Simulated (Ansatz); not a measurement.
# Phonons of HfO2 (Fm-3m) against volume

Aim: how do the optical modes of HfO2 (Fm-3m) move with volume?

Method: DFT PBEsol, scalar-relativistic, plane waves, PAW; PAW set soft_1, in Ansatz 0.2.0.

This is a report of a sequence of runs, with most program output left out.

## Step 1: Set-up

The structure is cubic, space group Fm-3m (No. 225). The conventional cell has a = 5.115 Å, b = 5.115 Å, c = 5.115 Å, α = 90.00°, β = 90.00°, γ = 90.00°. Nearest to O lie 4 Hf at 2.21 Å. Nearest to Hf lie 8 O at 2.21 Å. Farther neighbours and most contacts between anions are not listed.

Coordinates:

```cif
data_structure
_symmetry_space_group_name_H-M 'Fm-3m'
_symmetry_Int_Tables_number 225
_cell_length_a 5.1150
_cell_length_b 5.1150
_cell_length_c 5.1150
_cell_angle_alpha 90.000
_cell_angle_beta 90.000
_cell_angle_gamma 90.000
_cell_volume 133.82
loop_
_atom_site_label
_atom_site_type_symbol
_atom_site_symmetry_multiplicity
_atom_site_Wyckoff_symbol
_atom_site_fract_x
_atom_site_fract_y
_atom_site_fract_z
_atom_site_occupancy
O1 O 8 c 0.25000 0.75000 0.75000 1
Hf1 Hf 4 a 0.00000 0.00000 0.00000 1
```

## Step 2: A rough relaxation first

A rough relaxation comes first, because large forces or stress need no tight tolerances yet.

input.yaml reads:

```yaml
crystal:
  lattice:
    - [0.0, 2.5575, 2.5575]
    - [2.5575, 0.0, 2.5575]
    - [2.5575, 2.5575, 0.0]
  atoms:
    - { symbol: O, position: [0.25, 0.25, 0.25] }
    - { symbol: O, position: [0.75, 0.75, 0.75] }
    - { symbol: Hf, position: [0.0, 0.0, 0.0] }
kpoints:
  mp_grid: { grid: [6, 6, 6] }
hamiltonian:
  xc: pbesol
  pseudopotentials: { kind: paw, azcp: { folder: soft_1 }, xc_functional: pbe }
scf:
  occupations: { method: gaussian, width: 0.1 }
output:
  forces: true
  stress: true
  eigenvalues: true
relax:
  adjacent_minimum: "off"
  f_tol: 0.05
  max_steps: 80
  cell: { stress_tol: 0.5 }
```

Started as:

```sh
$ ansatz run input.yaml --threads 4 --pin off --max-ram 10240MiB --backend cpu --events-out ev --progress --plain --runs-dir out
```

Elapsed: 2.2 s, on 4 threads of AMD EPYC 7B13 (Zen 3), shared host; peak memory 0.34 GiB; 5.7 s of CPU time.

Step by step:

```csv
step,energy less that of the first step (eV),largest force component (eV/Å),pressure (GPa),volume (Å³)
1,0.0000,0.0000,-10.09,33.46
2,-0.0473,0.0000,2.67,31.81
3,-0.0485,0.0000,-0.17,32.14
4*,-0.0443,0.0000,-0.39,32.14
```

Relaxation steps marked * repeat the geometry before them on a plane-wave basis chosen anew for their cell, so energy and pressure can jump there.

The run keeps the 48 symmetry operations that it works with, so distortions that break them were not tested.

```csv
"conventional cell, symmetrised",before,after,change
a (Å),5.115,5.047,-1.3 %
b (Å),5.115,5.047,-1.3 %
c (Å),5.115,5.047,-1.3 %
volume (Å³/atom),11.15,10.71,-3.9 %
```

Final coordinates:

```xyz
3
Lattice="0.0000 2.5235 2.5235 2.5235 0.0000 2.5235 2.5235 2.5235 0.0000" Properties=species:S:1:pos:R:3 pbc="T T T"
O     1.2618    1.2618    1.2618
O     3.7853    3.7853    3.7853
Hf    0.0000    0.0000    0.0000
```

A gap read on the k-mesh alone can miss the band edges.

Numbers from this step:

```
pressure          : -0.3897 GPa
gap on the k-mesh : 3.684 eV
volume per atom   : 10.71 Å³
```

In this step the volume went from 11.15 to 10.71 Å³/atom.

## Step 3: Relaxation

Harmonic phonons are second derivatives at a point where the forces vanish, and they are wanted at zero stress, so atoms and cell are relaxed first.

input.yaml reads:

```yaml
crystal:
  lattice:
    - [0.0, 2.5235197346, 2.5235197346]
    - [2.5235197346, 0.0, 2.5235197346]
    - [2.5235197346, 2.5235197346, 0.0]
  atoms:
    - { symbol: O, position: [0.25, 0.25, 0.25] }
    - { symbol: O, position: [0.75, 0.75, 0.75] }
    - { symbol: Hf, position: [0.0, 0.0, 0.0] }
kpoints:
  mp_grid: { grid: [8, 8, 8] }
hamiltonian:
  xc: pbesol
  pseudopotentials: { kind: paw, azcp: { folder: soft_1 }, xc_functional: pbe }
scf:
  occupations: { method: gaussian, width: 0.02 }
output:
  forces: true
  stress: true
  eigenvalues: true
  write_density: true
  write_potential: true
  elf: true
  volumetric_format: npy
relax:
  adjacent_minimum: "off"
  f_tol: 0.005
  max_steps: 80
  cell: { stress_tol: 0.05 }
```

The job ended after 2.6 s (4 threads; peak memory 0.38 GiB).

Little changed from the start: no atom moved by 0.005 Å and no cell edge by 0.1 %.

This step gave:

```yaml
pressure: -0.01139 GPa
gap_on_the_k_mesh: 3.688 eV
volume_per_atom: 10.70 Å³
```

Valence density in the ac plane of a cell with a along [110], b along [-110] and c along [001] of the cube at fractional y = 0.000, with atoms of O and Hf within 0.2 Å of it. It is the smooth field of the valence electrons, not physical close to the nuclei.

Ten steps, logarithmic in the rise over the least value, from '_' (0 e/Å³) to '@' (47 e/Å³), each cell a mean:
```
@@**--..........++%%@@**--..........++%%
++--..::----::..::++++--..::----::..::++
......--++++==::..........--++++==::....
____..--++**==::________..--++**==::____
______::====--..__________::====--..____
______....::..____________....::..______
________________________________________
________....________________....________
______..::--::..__________..::--::..____
____..--++++==..________..--++++==..____
____..--++**==::________..--++**==::____
--::..::====--....::--::..::====--....::
##++::..::::....--**##++::..::::....--**
@@##--..______..++@@@@##--..______..++@@
```
Columns run along a (7.1 Å), rows up along c (5.0 Å), edges of the conventional cell, whose origin can differ from the input's. Atoms in or near the plane, at fractional coordinates: O at (0.25, 0.25), O at (0.75, 0.25), O at (0.25, 0.75), O at (0.75, 0.75), Hf at (0.00, 0.00), Hf at (0.50, 0.00).

Electrostatic potential energy in the ac plane of a cell with a along [110], b along [-110] and c along [001] of the cube at fractional y = 0.000, with atoms of O and Hf within 0.2 Å of it. With pseudopotentials it is smooth inside the atoms' cores, unlike the true potential.

Ten even steps from '0' (-26 eV) to '9' (19 eV), each cell a mean:
```
32479986223247998622
23686577422368657742
56851038765685103876
89950028988995002898
99973259999997325999
99998899999999889999
99999999999999999999
99999999999999999999
99996589999999658999
99961038999996103899
78850028877885002887
35773258643577325864
22588886322258888632
42379985234237998523
```
Columns run along a (7.1 Å; values clipped at the 3rd and 97th percentile), rows up along c (5.0 Å), edges of the conventional cell, whose origin can differ from the input's. Atoms in or near the plane, at fractional coordinates: O at (0.25, 0.25), O at (0.75, 0.25), O at (0.25, 0.75), O at (0.75, 0.75), Hf at (0.00, 0.00), Hf at (0.50, 0.00).

ELF in the ac plane of a cell with a along [110], b along [-110] and c along [001] of the cube at fractional y = 0.000, with atoms of O and Hf within 0.2 Å of it. It is the smooth field of the valence electrons, not physical close to the nuclei.

Ten even steps from '0' (0.02) to '9' (0.85), each cell a mean:
```
99523433799952343379
86358874478635887447
21388796222138879622
01596587200159658720
01588897200158889720
00257764100025776410
00011110000001111000
00124432000012443200
00378885200037888520
01598787300159878730
01587587200158758720
53378895245337889524
98446752699844675269
99511113899951111389
```
Columns run along a (7.1 Å), rows up along c (5.0 Å), edges of the conventional cell, whose origin can differ from the input's. Atoms in or near the plane, at fractional coordinates: O at (0.25, 0.25), O at (0.75, 0.25), O at (0.25, 0.75), O at (0.75, 0.75), Hf at (0.00, 0.00), Hf at (0.50, 0.00).

In this step the volume went from 10.71 to 10.70 Å³/atom.

## Step 4: Tight relaxation

Phonons need small forces and stress, so the relaxation is finished with tight tolerances on 8×8×8 k points.

input.yaml, the sections that differ from step 3:

```yaml
crystal:
  lattice:
    - [0.0, 2.5222960056, 2.5222960056]
    - [2.5222960056, 0.0, 2.5222960056]
    - [2.5222960056, 2.5222960056, 0.0]
  atoms:
    - { symbol: O, position: [0.25, 0.25, 0.25] }
    - { symbol: O, position: [0.75, 0.75, 0.75] }
    - { symbol: Hf, position: [0.0, 0.0, 0.0] }
scf:
  occupations: { method: fixed }
output:
  forces: true
  stress: true
  eigenvalues: true
relax:
  adjacent_minimum: "off"
  f_tol: 0.001
  max_steps: 60
  cell: { stress_tol: 0.01 }
# kpoints, hamiltonian: as in step 3
```

Wall time 1.7 s (4 threads); peak memory 0.37 GiB.

Little changed from the start: no atom moved by 0.005 Å and no cell edge by 0.1 %.

This step gave:

```
pressure : 0.001678 GPa
```

The forces vanish by symmetry and the pressure is 0.002 GPa, within the tolerances set. The cell now holds 10.70 Å³/atom.

## Step 5: Modes at rest

The modes at rest are the reference of the series, and the response to a field gives the dielectric tensor and the Born charges.

input.yaml, the sections that differ from step 4:

```yaml
crystal:
  lattice:
    - [0.0, 2.5222544504, 2.5222544504]
    - [2.5222544504, 0.0, 2.5222544504]
    - [2.5222544504, 2.5222544504, 0.0]
  atoms:
    - { symbol: O, position: [0.25, 0.25, 0.25] }
    - { symbol: O, position: [0.75, 0.75, 0.75] }
    - { symbol: Hf, position: [0.0, 0.0, 0.0] }
output:
  eigenvalues: true
phonons:
  method: dfpt
  dielectric: true
  rigid_motions: translations
  raman: true
# kpoints, hamiltonian, scf: as in step 4
# relax: removed
```

The job ended after 2.4 min (4 threads; peak memory 1.5 GiB).

Numbers from this step:

| Item | Value |
| --- | --- |
| sum-rule residual before enforcement | 1.47e-5 eV/Å² |
| miss of the charge sum rule | 9.25e-6 e |
| point group | m-3m |
| highest optical mode at the zone centre (no LO-TO term) | 580.2 cm⁻¹ |
| lowest optical zone-centre mode | 236.3 cm⁻¹ |
| mean high-frequency dielectric constant | 5.380 |
| largest Born charge (third of the trace) | 5.563 e |
| mean static dielectric constant | 36.70 |
| top of the zone-centre spectrum with the field | 617.2 cm⁻¹ |

Without the LO-TO term. Patterns of degenerate modes are one choice out of their space. The modes at Γ (shares of kinetic energy by element, %):

```
mode  frequency (cm⁻¹)  symmetry  O %  Hf %
   1               0.0  acoustic   15    85
   2               0.0  acoustic   15    85
   3               0.0  acoustic   15    85
   4             236.3       T1u   85    15
   5             236.3       T1u   85    15
   6             236.3       T1u   85    15
   7             580.2       T2g  100     0
   8             580.2       T2g  100     0
   9             580.2       T2g  100     0
```

Displacements in mode 4 (236.3 cm⁻¹), the largest set to 1:
```
O1   0.11 -0.06  1.00
O2   0.11 -0.06  1.00
Hf3 -0.02  0.01 -0.18
```

Displacements in mode 7 (580.2 cm⁻¹), the largest set to 1:
```
O1   0.00 -0.01 -1.00
O2   0.00  0.01  1.00
Hf3  0.00  0.00  0.00
```

Optical modes at the zone centre, without and with the macroscopic field of the longitudinal modes; each column is sorted by frequency, so a row need not hold one and the same mode. Modes with and without the field, by row:

| rank among optical modes | no field (cm⁻¹) | q along (1, 0, 0) (cm⁻¹) |
| --- | --- | --- |
| 1 | 236.3 | 236.3 |
| 2 | 236.3 | 236.3 |
| 3 | 236.3 | 580.2 |
| 4 | 580.2 | 580.2 |
| 5 | 580.2 | 580.2 |
| 6 | 580.2 | 617.2 |

Born charge (rows field, columns displacement) (e), principal values of the symmetric part by kind of site:

```csv
atom,atoms with these values,low,middle,high,mean
O1,2,-2.78,-2.78,-2.78,-2.78
Hf3,1,5.56,5.56,5.56,5.56
```

In full for O1:

```
-2.78  0.00  0.00
 0.00 -2.78  0.00
 0.00  0.00 -2.78
```

High-frequency dielectric tensor:

```
5.38 0.00 0.00
0.00 5.38 0.00
0.00 0.00 5.38
```

Static dielectric tensor (ions relaxed, fixed cell):

```
36.70  0.00  0.00
 0.00 36.70  0.00
 0.00  0.00 36.70
```

Transverse modes. Lines of the infrared spectrum (strongest = 100):

```csv
position (cm⁻¹),label,relative intensity
236,T1u,100
580,T2g,0.0
```

Activity x (w_L - w)^4 (n + 1)/w, 532 nm, 300 K; modes without the macroscopic field alone. Raman lines, with heights relative to the strongest:

```csv
position (cm⁻¹),label,relative intensity
236,T1u,0.0
580,T2g,100
```

Before it was imposed, the acoustic sum rule was missed by 1.5e-5 eV/Å² and the charge sum rule by 9.2e-6 e. Small misses are needed for a sound result but don't prove that mesh and cutoff are converged. The lowest optical mode is real, 236 cm⁻¹.

## Step 6: Ground state of a member: 1.06 times the volume at rest

The cell is set to 1.06 times the volume at rest; symmetry leaves nothing else free, so this is a single point.

input.yaml, the sections that differ from step 5:

```yaml
crystal:
  lattice:
    - [0.0, 2.571722979, 2.571722979]
    - [2.571722979, 0.0, 2.571722979]
    - [2.571722979, 2.571722979, 0.0]
  atoms:
    - { symbol: O, position: [0.25, 0.25, 0.25] }
    - { symbol: O, position: [0.75, 0.75, 0.75] }
    - { symbol: Hf, position: [0.0, 0.0, 0.0] }
output:
  forces: true
  stress: true
  eigenvalues: true
# kpoints, hamiltonian, scf: as in step 5
# phonons: removed
```

Elapsed: 0.9 s, on 4 threads; peak memory 0.35 GiB; 2.1 s of CPU time.

Numbers from this step:

| Quantity | Value |
| --- | --- |
| pressure | -13.63 GPa |
| gap on the k-mesh | 3.551 eV |
| volume per atom | 11.34 Å³ |

The forces vanish by symmetry, at a pressure of -13.63 GPa.

## Step 7: Modes of this member: 1.06 times the volume at rest

The zone-centre modes follow for 1.06 times the volume at rest, with the response to a field.

input.yaml: that of step 6 with these lines changed.

```diff
@@ -17,4 +17,6 @@
 output:
-  forces: true
-  stress: true
   eigenvalues: true
+phonons:
+  method: dfpt
+  dielectric: true
+  rigid_motions: translations
```

It took 12 s on 4 threads; peak memory 0.63 GiB.

This step gave:

| Property | Result |
| --- | --- |
| sum-rule residual before enforcement | 1.31e-4 eV/Å² |
| miss of the charge sum rule | 2.57e-5 e |
| highest optical mode at the zone centre (no LO-TO term) | 530.8 cm⁻¹ |
| lowest optical zone-centre mode | 172.9 cm⁻¹ |
| mean high-frequency dielectric constant | 5.418 |
| largest Born charge (third of the trace) | 5.543 e |
| mean static dielectric constant | 60.22 |
| top of the zone-centre spectrum with the field | 576.4 cm⁻¹ |

Without the LO-TO term. Patterns of degenerate modes are one choice out of their space. Modes at Γ, with each element's share of the kinetic energy:

```
mode  frequency (cm⁻¹)  symmetry  O %  Hf %
   1               0.0  acoustic   15    85
   2               0.0  acoustic   15    85
   3               0.0  acoustic   15    85
   4             172.9       T1u   85    15
   5             172.9       T1u   85    15
   6             172.9       T1u   85    15
   7             530.8       T2g  100     0
   8             530.8       T2g  100     0
   9             530.8       T2g  100     0
```

Displacements in mode 6 (172.9 cm⁻¹), the largest set to 1:
```
O1   0.06  0.19  1.00
O2   0.06  0.19  1.00
Hf3 -0.01 -0.03 -0.18
```

Displacements in mode 8 (530.8 cm⁻¹), the largest set to 1:
```
O1   0.00 -0.04  1.00
O2   0.00  0.04 -1.00
Hf3  0.00  0.00  0.00
```

Transverse modes. Infrared lines, with heights relative to the strongest:

```csv
position (cm⁻¹),label,relative intensity
173,T1u,100
531,T2g,0.0
```

Without the LO-TO term the lowest optical mode is real, 173 cm⁻¹, and the highest lies at 530.8 cm⁻¹.

Between step 5 and this run (volume ratio 1.06) the value for the mean static dielectric tensor (ions relaxed, fixed cell) moves from 36.7 to 60.2 (+64 %).

(Part 1 of 2 ends here.)

[Logs are printed without paths, hosts, clocks, repeated set-up lines and the standing remarks that a program may print on its own settings, such as how far it seeks lower states.]

[Hosts, paths, dates, database ids (printed as entryN), source tags and the programs' standing remarks are cut or masked in the printed files.]
